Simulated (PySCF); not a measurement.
**Which functional comes closest?**

Molecule: SMILES CC(C)(C)O, C4H10O.

Structure with atom numbers: `[CH3:1][C:2]([CH3:3])([CH3:4])[OH:5]`. Hydrogens are named by the atom that carries them.

Geometry PBE0-D3(BJ)/def2-SVP throughout; GIAO in PySCF, gas phase, one conformer, non-relativistic; equivalent atoms averaged; basis pcSseg-1.

Reference values (measured; solution, not stated per compound (mostly CDCl3 or CCl4); Pretsch, Buehlmann, Badertscher, Structure Determination of Organic Compounds, 4th ed. (2009)): δ(C2) = 68.9 ppm, δ(C1/C3/C4) = 31.2 ppm, δ(H(C1)/H(C3)/H(C4)) = 1.26 ppm. Computed shifts are taken against TMS, calculated as an isolated molecule at each level.

How do the functionals HF, LDA, PBE, BLYP, BP86, OPBE, KT2, KT3, B97-D, B3LYP, PBE0, mPW1PW91, WP04, B97-2, BHandHLYP, CAM-B3LYP, wB97X-D, LC-wPBE perform against the reference? Times are CPU seconds on shared hosts with different chips, so compare them loosely; the GGAs took longer than the global hybrids here, which isn't the general rule, and the cause wasn't traced.

Answers


| functional | kind | C2 | C1/C3/C4 | H(C1)/H(C3)/H(C4) | mean abs. error C | abs. error H | core-s |
| --- | --- | --- | --- | --- | --- | --- | --- |
| HF | Hartree–Fock | 57.7 | 30.9 | 1.12 | 5.8 | 0.14 | 5.9 |
| LDA | LDA | 72.5 | 34.3 | 1.22 | 3.3 | 0.04 | 18 |
| PBE | GGA | 70.3 | 33.2 | 1.20 | 1.7 | 0.06 | 25 |
| BLYP | GGA | 71.9 | 33.8 | 1.21 | 2.8 | 0.05 | 26 |
| BP86 | GGA | 70.8 | 33.4 | 1.21 | 2.0 | 0.05 | 24 |
| OPBE | GGA | 66.2 | 31.0 | 1.16 | 1.5 | 0.10 | 25 |
| KT2 | GGA | 69.4 | 32.3 | 1.20 | 0.8 | 0.06 | 26 |
| KT3 | GGA | 67.9 | 31.3 | 1.17 | 0.6 | 0.09 | 26 |
| B97-D | GGA | 69.5 | 32.7 | 1.21 | 1.0 | 0.05 | 27 |
| B3LYP | global hybrid | 69.0 | 33.3 | 1.18 | 1.1 | 0.08 | 17 |
| PBE0 | global hybrid | 66.8 | 32.6 | 1.16 | 1.8 | 0.10 | 9.4 |
| mPW1PW91 | global hybrid | 66.8 | 32.5 | 1.16 | 1.7 | 0.10 | 15 |
| WP04 | global hybrid | 72.1 | 32.0 | 1.14 | 2.0 | 0.12 | 20 |
| B97-2 | global hybrid | 66.6 | 32.2 | 1.17 | 1.7 | 0.09 | 20 |
| BHandHLYP | global hybrid | 64.9 | 32.5 | 1.15 | 2.7 | 0.11 | 20 |
| CAM-B3LYP | range-separated hybrid | 67.6 | 33.2 | 1.18 | 1.7 | 0.08 | 27 |
| wB97X-D | range-separated hybrid | 66.6 | 33.0 | 1.17 | 2.1 | 0.09 | 25 |
| LC-wPBE | range-separated hybrid | 64.8 | 32.3 | 1.16 | 2.6 | 0.10 | 34 |

For $^{13}$C the closest is KT3 (0.6 ppm, with KT2 practically level) and the furthest HF (5.8 ppm).

For $^{1}$H the closest is LDA (0.04 ppm, with BLYP, BP86, B97-D, PBE, KT2 practically level) and the furthest HF (0.14 ppm). One molecule is a small sample, and vibrational and solvent effects are absent from the calculation.
